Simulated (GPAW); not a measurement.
# MoS2 (P6_3/mmc) in GPAW: single point with TB-mBJ

Aim: the single point of MoS2 with TB-mBJ.

Program: GPAW 26.7.0. These are calculated values, not measurements. Logs are shortened: lines on timing, memory, paths and dates and some standing lists are left out, and cuts for length are marked. The log counts tension as positive stress, the text compression.

**Experimental background.**

“Multiwavelength excitation Raman Scattering Analysis of bulk and 2 dimensional MoS2: Vibrational properties of atomically thin MoS2 layers”, 2015, arxiv:1506.03228 reports, for a bulk crystal of MoS2 at 300 K: band gap 1.3 eV (indirect).

The runs below are set against these values where they give the same quantity.

### 1 The structure

Symmetry: P6_3/mmc, No. 194, hexagonal system. Conventional cell: a = 3.169 Å, b = 3.169 Å, c = 12.324 Å, α = 90.00°, β = 90.00°, γ = 120.00°. Mo (site symmetry -6m2) is surrounded by 6 S at 2.41 Å. S (site symmetry 3m) has 3 Mo at 2.41 Å as nearest neighbours.

### 2 Single point, TB-mBJ

Input file run.py:

```python
from ase import Atoms
from ase.dft.bandgap import bandgap
from ase.io import write
from gpaw import GPAW, PW

atoms = Atoms(['Mo', 'Mo', 'S', 'S', 'S', 'S'],
              cell=[[3.169, 0.0, 0.0],
                    [-1.5845, 2.7444345046, 0.0],
                    [0.0, 0.0, 12.324]],
              scaled_positions=[[0.6666666667, 0.3333333333, 0.75],
                                [0.3333333333, 0.6666666667, 0.25],
                                [0.6666666667, 0.3333333333, 0.377],
                                [0.3333333333, 0.6666666667, 0.877],
                                [0.6666666667, 0.3333333333, 0.123],
                                [0.3333333333, 0.6666666667, 0.623]],
              pbc=True)

calc = GPAW(mode=PW(600),
            xc='TB09',
            kpts={'size': (6, 6, 2), 'gamma': True},
            occupations={'name': 'fermi-dirac', 'width': 0.05},
            nbands=46,
            convergence={'density': 1e-05, 'energy': 1e-05},
            eigensolver='cg',
            maxiter=150,
            txt='gpaw.txt')
atoms.calc = calc
energy = atoms.get_potential_energy()
calc.write('gs.gpw')
write('result.traj', atoms)
print('Fermi level:', round(calc.get_fermi_level(), 4), 'eV')
print(f'Gap: {bandgap(calc)[0]:.4f} eV, direct: {bandgap(calc, direct=True)[0]:.4f} eV')
```

Potentials or basis: GPAW PAW data sets for LDA (gpaw-data 1.2.1), pw.

On the command line:

```bash
OMP_NUM_THREADS=1 python run.py
```

gpaw.txt:

```text
___ ___ ___ _ _ _
 |   |   |_  | | | |
 | | | | | . | | | |
 |__ |  _|___|_____|  26.7.0
 |___|_|

Input parameters:
  convergence: {density: 1e-05,
                energy: 1e-05}
  eigensolver: cg
  kpts: {gamma: True,
         size: (6, 6, 2)}
  maxiter: 150
  mode: {ecut: 600.0,
         name: pw}
  nbands: 46
  occupations: {name: fermi-dirac,
                width: 0.05}
  xc: TB09

System changes: positions, numbers, cell, pbc, initial_charges, initial_magmoms

Initialize ...

species:
  Mo:
    name:    Molybdenum
    Z:       42.0
    valence: 14
    core:    28
    charge:  0.0  # [|e|]
    compensation charges:
      type: gauss
      rc: 0.38  # [Å]
      lmax: 2
    cutoffs:
      filter: 2.16  # [Å]
      core: 1.42  # [Å]
    projectors
    | kind |    occ | energy [eV] | rcut [Å] |
    |------|--------|-------------|----------|
    |   4s |  2.000 |     -64.384 |    1.238 |
    |   5s |  1.000 |      -4.319 |    1.238 |
    |   4p |  6.000 |     -38.595 |    1.296 |
    |   5p |  0.000 |      -1.161 |    1.296 |
    |   4d |  5.000 |      -3.933 |    1.296 |
    |    d |        |      23.278 |    1.296 |

    Using partial waves for Mo as LCAO basis

  S:
    name:    Sulfur
    Z:       16.0
    valence: 6
    core:    10
    charge:  0.0  # [|e|]
    compensation charges:
      type: gauss
      rc: 0.24  # [Å]
      lmax: 2
    cutoffs:
      filter: 1.77  # [Å]
      core: 1.66  # [Å]
    projectors
    | kind |    occ | energy [eV] | rcut [Å] |
    |------|--------|-------------|----------|
    |   3s |  2.000 |     -17.278 |    0.974 |
    |   3p |  4.000 |      -7.106 |    0.979 |
    |    s |        |       9.933 |    0.974 |
    |    p |        |      20.105 |    0.979 |
    |    d |        |       0.000 |    0.900 |

    Using partial waves for S as LCAO basis

Reference energy: -263337.961849  # eV

Spin-paired calculation

Convergence criteria:
 Maximum [total energy] change in last 3 cyles: 1e-05 eV / valence electron
 Maximum integral of absolute [dens]ity change: 1e-05 electrons / valence electron
 Maximum integral of absolute [eigenst]ate change: 4e-08 eV^2 / valence electron
 Maximum number of scf [iter]ations: 150
 (Square brackets indicate name in SCF output, whereas a 'c' in
 the SCF output indicates the quantity has converged.)

Symmetries present (total): 12

  ( 1  1  0)  ( 1  1  0)  ( 1  0  0)  ( 1  0  0)  ( 0  1  0)  ( 0  1  0)
  ( 0 -1  0)  (-1  0  0)  ( 0  1  0)  (-1 -1  0)  ( 1  0  0)  (-1 -1  0)
  ( 0  0  1)  ( 0  0 -1)  ( 0  0  1)  ( 0  0 -1)  ( 0  0 -1)  ( 0  0  1)

  ( 0 -1  0)  ( 0 -1  0)  (-1  0  0)  (-1  0  0)  (-1 -1  0)  (-1 -1  0)
  ( 1  1  0)  (-1  0  0)  ( 1  1  0)  ( 0 -1  0)  ( 1  0  0)  ( 0  1  0)
  ( 0  0 -1)  ( 0  0  1)  ( 0  0  1)  ( 0  0 -1)  ( 0  0  1)  ( 0  0 -1)

72 k-points: 6 x 6 x 2 Monkhorst-Pack grid + [1/12,1/12,1/4]
14 k-points in the irreducible part of the Brillouin zone
       k-points in crystal coordinates                weights
   0:     0.00000000    0.00000000    0.00000000          1/72
   1:     0.00000000    0.00000000    0.50000000          1/72
   2:     0.16666667    0.00000000    0.00000000          6/72
   3:     0.16666667    0.00000000    0.50000000          6/72
   4:     0.33333333   -0.16666667    0.00000000          6/72
   5:     0.33333333   -0.16666667    0.50000000          6/72
   6:     0.33333333    0.00000000    0.00000000          6/72
   7:     0.33333333    0.00000000    0.50000000          6/72
   8:     0.33333333    0.33333333    0.00000000          2/72
   9:     0.33333333    0.33333333    0.50000000          2/72
          ...
  13:     0.50000000    0.50000000    0.50000000          3/72

Wave functions: Plane wave expansion
  Cutoff energy: 600.000 eV
  Number of coefficients (min, max): 3504, 3614
  Pulay-stress correction: 0.000000 eV/Ang^3 (de/decut=0.000000)
  Using FFTW library
  ScaLapack parameters: grid=1x1, blocksize=None
  Wavefunction extrapolation:
    Improved wavefunction reuse through dual PAW basis

Occupation numbers: Fermi-Dirac:
  width: 0.0500  # eV

Eigensolver
   CG(niter=4, rtol=3.0e-01)

Densities:
  Coarse grid: 18*18*70 grid
  Fine grid: 36*36*140 grid
  Total Charge: 0.000000

Density mixing:
  Method: separate
  Backend: msr1
  Linear mixing parameter: 0.05
  old densities: 10
  Width of damping distribution: 1.1
  Damping of long wavelength oscillations: 20

Hamiltonian:
  XC and Coulomb potentials evaluated on a 36*36*140 grid
  Using the TB09 Exchange-Correlation functional
  External potential:
    NoExternalPotential

XC parameters: TB09 with 2 nearest neighbor stencil

Number of atoms: 6
Number of atomic orbitals: 42
Number of bands in calculation: 46
Number of valence electrons: 52
Bands to converge: occupied

... initialized

Initializing position-dependent things.

Density initialized from atomic densities
Creating initial wave functions:
  42 bands from LCAO basis set
  4 bands from random numbers

        S

           Mo
        S

           S
        Mo

           S

Atomic positions and initial magnetic moments

Positions:
   0 Mo     1.584500    0.914812    9.243000    ( 0.0000,  0.0000,  0.0000)
   1 Mo    -0.000000    1.829623    3.081000    ( 0.0000,  0.0000,  0.0000)
   2 S      1.584500    0.914812    4.646148    ( 0.0000,  0.0000,  0.0000)
   3 S     -0.000000    1.829623   10.808148    ( 0.0000,  0.0000,  0.0000)
   4 S      1.584500    0.914812    1.515852    ( 0.0000,  0.0000,  0.0000)
   5 S     -0.000000    1.829623    7.677852    ( 0.0000,  0.0000,  0.0000)

Unit cell:
           periodic     x           y           z      points  spacing
  1. axis:    yes    3.169000    0.000000    0.000000    18     0.1525
  2. axis:    yes   -1.584500    2.744435    0.000000    18     0.1525
  3. axis:    yes    0.000000    0.000000   12.324000    70     0.1761

  Lengths:   3.169000   3.169000  12.324000
  Angles:   90.000000  90.000000 120.000000

Effective grid spacing dv^(1/3) = 0.1678

iter:   1  9094.091901
iter:   2  9106.203011   +1.91  -1.13
iter:   3  9104.275267   +0.69  -1.15
iter:   4  9104.690285   +0.28  -1.22
iter:   5  9104.659907   -0.51  -1.29
iter:   6  9105.766304   +0.01  -1.42
iter:   7  9107.542928   -1.36  -1.76
iter:   8  9109.039050   -1.67  -1.95
iter:   9  9109.045856   -0.98  -1.84
iter:  10  9108.757853   -1.31  -2.39
iter:  11  9108.695498   -1.77  -2.25
[... 23 lines left out ...]
iter:  35  9109.411704   -5.94  -4.15
iter:  36  9109.409004   -5.85  -4.39
iter:  37  9109.399998   -6.39  -4.25
iter:  38  9109.408592   -5.84  -4.10
iter:  39  9109.400540   -5.50  -4.04
iter:  40  9109.406134   -5.35  -3.98
iter:  41  9109.401004   -5.40  -4.19
iter:  42  9109.405996   -5.48  -4.03
iter:  43  9109.402627   -5.56  -4.28
iter:  44  9109.403075   -5.67  -4.13
iter:  45  9109.402836c  -5.95  -5.32c
iter:  46  9109.402923c  -6.35  -5.24c
iter:  47  9109.403191c  -6.74  -5.16c
iter:  48  9109.403181c  -7.24  -5.08c
iter:  49  9109.403156c  -7.65c -5.00c

Converged after 49 iterations.

Dipole moment: (-0.000000, -0.000000, -0.000000) |e|*Ang

Energy contributions relative to reference atoms: (reference = -263337.961849)

Kinetic:        -47.880443
Potential:      +37.951612
External:        +0.000000
XC:            +9121.863151
Entropy (-ST):   -0.000001
Local:           -2.531163
SIC:             +0.000000
--------------------------
Free energy:   +9109.403156
Extrapolated:  +9109.403156

Showing only first 2 kpts
 Kpt  Band  Eigenvalues  Occupancy
  0    24      7.04986    2.00000
  0    25      8.06038    1.99992
  0    26     10.33062    0.00000
  0    27     10.33064    0.00000

  1    24      7.80177    2.00000
  1    25      7.80186    2.00000
  1    26     10.33503    0.00000
  1    27     10.33505    0.00000

Fermi level: 8.56533

Gap: 1.117 eV
Transition (v -> c):
  (s=0, k=0, n=25, [0.00, 0.00, 0.00]) -> (s=0, k=4, n=26, [0.33, -0.17, 0.00])
Direct/indirect transitions are different
Direct gap: 1.682 eV
Transition at: (s=0, k=8, n=25, [0.33, 0.33, 0.00])
Writing to gs.gpw (mode='')
```

Wall time 6 min (1 thread of Arm Neoverse V1, shared host); peak memory 0.35 GiB.

Results:

* Band gap on the k mesh: 1.12 eV, indirect (least direct gap 1.68 eV)

Caveat: a model potential gives levels but no total energy.

### 3 Against experiment

Step 2. Against the measured gap of MoS2, 1.3 eV (indirect; 300 K; “Multiwavelength excitation Raman Scattering Analysis of bulk and 2 dimensional MoS2: Vibrational properties of atomically thin MoS2 layers”, 2015, arxiv:1506.03228), the calculated 1.12 eV is off by -0.18 eV. Spin-orbit coupling on Mo is left out. The value is that of TB-mBJ on a finite k mesh, which can miss the band edges, without temperature or zero-point motion.
